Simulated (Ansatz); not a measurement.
What hybrid functionals make of CdO

```yaml
crystal:
  lattice:
    - [0.00000, 2.34815, 2.34815]
    - [2.34815, 0.00000, 2.34815]
    - [2.34815, 2.34815, 0.00000]
  atoms:
    - { symbol: Cd, position: [0.00000, 0.00000, 0.00000] }
    - { symbol: O, position: [0.50000, 0.50000, 0.50000] }
```

All runs: Ansatz, plane waves and PAW, scalar-relativistic (no spin–orbit coupling), 6×6×6 k-mesh, Gaussian smearing of 0.05 eV, no spin polarisation. Semilocal reference PBE: gap zero (metallic on this mesh), pressure 6.4 GPa. The hybrids carry no U.

Question: Order these functionals by the gap that they give, smallest first.
A. PBE0
B. r2SCAN0-type hybrid with an exact-exchange fraction of 0.15
C. PBE0-type hybrid with an exact-exchange fraction of 0.3
D. PBE0-type hybrid with an exact-exchange fraction of 0.2
E. PBE0-type hybrid with an exact-exchange fraction of 0.1
F. HSE06-type hybrid with an exact-exchange fraction of 0.2

Answer: E (0.35 eV), F (0.63 eV), D (1.16 eV), B (1.21 eV), A (1.59 eV), C (2.02 eV).

Question: What are the full results?

Answer: 
| functional | gap | pressure (GPa) | cutoff (eV) | core-seconds |
| --- | --- | --- | --- | --- |
| PBE0-type hybrid with an exact-exchange fraction of 0.1 | 0.35 eV | 4.0 | 420 | 32 |
| HSE06-type hybrid with an exact-exchange fraction of 0.2 | 0.63 eV | 1.9 | 420 | 35 |
| PBE0-type hybrid with an exact-exchange fraction of 0.2 | 1.16 eV | 1.8 | 420 | 37 |
| r2SCAN0-type hybrid with an exact-exchange fraction of 0.15 | 1.21 eV | -1.0 | 500 | 47 |
| PBE0 | 1.59 eV | 0.8 | 420 | 37 |
| PBE0-type hybrid with an exact-exchange fraction of 0.3 | 2.02 eV | -0.3 | 420 | 38 |

In the PBE0 form the gap grows almost linearly with the exact-exchange fraction, by 0.84 eV for each tenth. On shared hosts the hybrid runs at the reference's cutoff took roughly 22 to 26 times the core time of the semilocal one on the same mesh, with some more bands.

Caveats: core times come from shared hosts and scatter; gaps are read on a coarse mesh; stress loosely converged.
